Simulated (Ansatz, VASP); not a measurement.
## Na in VASP and in Ansatz

File INCAR:

```
  PREC = Accurate
  ENCUT = 600
  EDIFF = 1E-7
  ISMEAR = 0
  SIGMA = 0.1
  LREAL = F
  LASPH = T
  NELM = 80
  ALGO = Normal
  ISIF = 3
  LWAVE = F
  LCHARG = F
  GGA = PS
  IBRION = 2
  NSW = 100
  EDIFFG = -0.005
```

File KPOINTS:

```
regular mesh
0
Gamma
  14 14 14
```

The input POSCAR:

```
Na
1.0
   -2.1410000000      2.1410000000      2.1410000000
    2.1410000000     -2.1410000000      2.1410000000
    2.1410000000      2.1410000000     -2.1410000000
Na
1
Direct
    0.0000000000      0.0000000000      0.0000000000
```

Input for Ansatz:

```yaml
crystal:
  lattice:
    - [-2.141, 2.141, 2.141]
    - [2.141, -2.141, 2.141]
    - [2.141, 2.141, -2.141]
  atoms:
    - { symbol: Na, position: [0.0, 0.0, 0.0] }
basis:
  ecutwfc: 420
kpoints:
  mp_grid: { grid: [14, 14, 14] }
hamiltonian:
  xc: pbesol
scf:
  occupations: { method: gaussian, width: 0.1 }
output:
  forces: true
  stress: true
  eigenvalues: true
  write_density: true
  write_potential: true
  elf: true
  volumetric_format: npy
relax:
  adjacent_minimum: "off"
  f_tol: 0.005
  max_steps: 80
  cell: { stress_tol: 0.05 }
```

Alike in both runs: task relaxation of cell and atoms; functional PBEsol; k mesh 14 × 14 × 14; occupations gaussian, width 0.1 eV; no spin polarisation.

|  | VASP | Ansatz |
| --- | --- | --- |
| version | VASP 6.6.1 | Ansatz 0.2.0 |
| potentials or method | VASP PAW PBE potentials, release 64 (Na_pv) | scalar-relativistic, plane waves, PAW |
| plane-wave cutoff (eV) | 600 | 420 |
| valence electrons in the cell | 7 | 9 |

```tsv
	VASP	Ansatz	Ansatz less VASP
gap on the k mesh at the Fermi level, each at its own relaxed structure (eV)	none	none	-
relaxed volume (Å³/atom)	36.10	36.23	+0.137
relaxed cell length with the largest relative difference (Å)	3.606	3.611	+0.0045
energy change over the relaxation (meV/atom)	-6	-5	+0.2
```

A gap of «none» marks a metal or a gap that the smearing closes. The two sets of potentials don't hold the same shells in valence.

Caveats: the PAW data sets were made with another functional, which shifts forces and pressure a little (VASP).
